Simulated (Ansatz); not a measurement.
## Cd under changes of volume

One of the cells (21.585 Å³/atom); the others are scaled copies at fixed shape and fractional positions:

```xyz
2
Lattice="2.9789 0.0000 0.0000 -1.4894 2.5798 0.0000 0.0000 0.0000 5.6177" Properties=species:S:1:pos:R:3 pbc="T T T"
Cd    1.4894    0.8599    4.2132
Cd    0.0000    1.7199    1.4044
```

| Quantity | Value |
| --- | --- |
| Program | Ansatz 0.2.0 |
| Functional | PBE |
| Potentials or basis | all-electron LAPW, scalar-relativistic |
| Cutoff | 241 eV (chosen from the basis error) |
| Basis error allowed | 0.0005 eV/atom |
| k mesh | 10 × 10 × 5 |
| Occupations | fermi-dirac, width 0.05 eV |
| Spin | no spin polarisation |

| volume (Å³/atom) | energy over the lowest point (meV/atom) | pressure (GPa) |
| --- | --- | --- |
| 20.290 | 50.39 | 7.4 |
| 20.722 | 32.68 | 5.7 |
| 21.154 | 19.33 | 4.2 |
| 21.585 | 9.82 | 2.9 |
| 22.017 | ? | ? |
| 22.449 | 0.54 | 0.7 |
| 22.880 | 0.00 | -0.2 |

Q: What does the run at 22.017 Å³/atom give?

A: Energy over the lowest point 3.69 meV/atom; pressure 1.7 GPa.

Worked out: A Birch-Murnaghan fit of order 3 (a polynomial in V^(-2/3)) to the other rows has its minimum at 22.76 Å³/atom with B0 = V·E''(V) = 47 GPa and B' = 5.7 at fixed shape and positions, which overstates the stiffness. It gives 3.69 meV/atom at 22.017 Å³/atom, against the run's 3.69, and -dE/dV = 1.7 GPa, against 1.7.

Energies are extrapolated to zero smearing.
